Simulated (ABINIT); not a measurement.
The system is CuO (Tenorite).

```
Cu O
1.0
     2.34465   -1.71340    0.00000
     2.34465    1.71340    0.00000
    -0.86055    0.00000    5.05944
Cu O
2 2
Direct
  0.49680 0.00320 0.50000
  0.00320 0.49680 0.00000
  0.40560 0.57140 0.75370
  0.57140 0.40560 0.25370
```

Base run:

```yaml
Program: ABINIT 10.8.3 (patched build)
Functional: PBEsol
Potentials_or_basis: JTH PAW PBE v2.0
Cutoff: 707 eV
k_mesh: 10 × 10 × 5
Occupations: fermi-dirac, width 0.05 eV
Spin: no spin polarisation
```

Its results: band gap on the k mesh none (metal or under the smearing width); pressure -2.5 GPa; largest force 0.764 eV/Å.

Task: The run is repeated on the same cell with these changes: functional from PBEsol to PBE. What comes out?

Result: Band gap on the k mesh none (metal or under the smearing width); pressure 5.5 GPa; largest force 0.773 eV/Å.

PBE binds less tightly than PBEsol, so the same cell stands under more pressure.

Caveats: the run has no spin polarisation, though such a crystal can be magnetic; semilocal functionals often make such compounds metallic where correlation or magnetic order opens a gap, which also shifts bond lengths; the PAW data sets were made with another functional, which shifts forces and pressure a little (some runs).
